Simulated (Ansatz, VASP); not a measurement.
# Ni: VASP beside Ansatz

```
CELL_PARAMETERS angstrom
4.03291 0.00000 0.00000
-2.01645 3.49260 0.00000
0.00000 0.00000 2.42548
ATOMIC_POSITIONS crystal
Ni 0.00000 0.00000 0.00000
Ni 0.33333 0.66667 0.50000
Ni 0.66667 0.33333 0.50000
```

Alike in both runs: task single point; functional PBEsol; k mesh 10 × 10 × 15; occupations fermi-dirac, width 0.1 eV; no spin polarisation.

|  | VASP | Ansatz |
| --- | --- | --- |
| version | VASP 6.6.1 | Ansatz 0.2.0 |
| potentials or method | VASP PAW PBE potentials, release 64 (Ni) | plane waves (420 eV) with PAW, scalar-relativistic |
| plane-wave cutoff (eV) | 520 | 420 |
| valence electrons in the cell | 30 | 54 |

|  | VASP | Ansatz | Ansatz less VASP |
| --- | --- | --- | --- |
| pressure (GPa) | -14.0 | -14.2 | -0.23 |
| largest component of the traceless stress (GPa) | 0.20 | 0.26 | +0.060 |

With one functional, cell and mesh, what is left measures potentials, basis and numerics. The two sets of potentials don't hold the same shells in valence. Ansatz warned: «pseudo_functional_mismatch».

Caveats: the PAW data sets were made with another functional, which shifts forces and pressure a little (VASP); the run has no spin polarisation, though such a crystal can be magnetic. Spin polarisation is off, so any magnetic state and its effect on volume and gap are missing.
